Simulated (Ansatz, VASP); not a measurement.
**C in VASP and in Ansatz**

```
CELL_PARAMETERS angstrom
0.00000 1.84547 1.84547
1.84547 0.00000 1.84547
1.84547 1.84547 0.00000
ATOMIC_POSITIONS crystal
C 0.50000 0.50000 0.50000
C 0.75000 0.75000 0.75000
```

Alike in both runs: task single point; functional BLYP; k mesh 13 × 13 × 13; occupations fermi-dirac, width 0.05 eV; no spin polarisation.

```csv
,VASP,Ansatz
version,VASP 6.6.1,Ansatz 0.2.0
potentials or method,"VASP PAW PBE potentials, release 64 (C)","plane waves (420 eV) with PAW, scalar-relativistic"
plane-wave cutoff (eV),520,420
valence electrons in the cell,8,8
```

|  | VASP | Ansatz | Ansatz less VASP |
| --- | --- | --- | --- |
| pressure (GPa) | -26.6 | -27.0 | -0.41 |

Caveats: so large a pressure means that the cell lies far from this level's equilibrium, or that cutoff or potentials fall short (VASP); the potentials were made for another functional, which shifts forces and pressure (VASP).
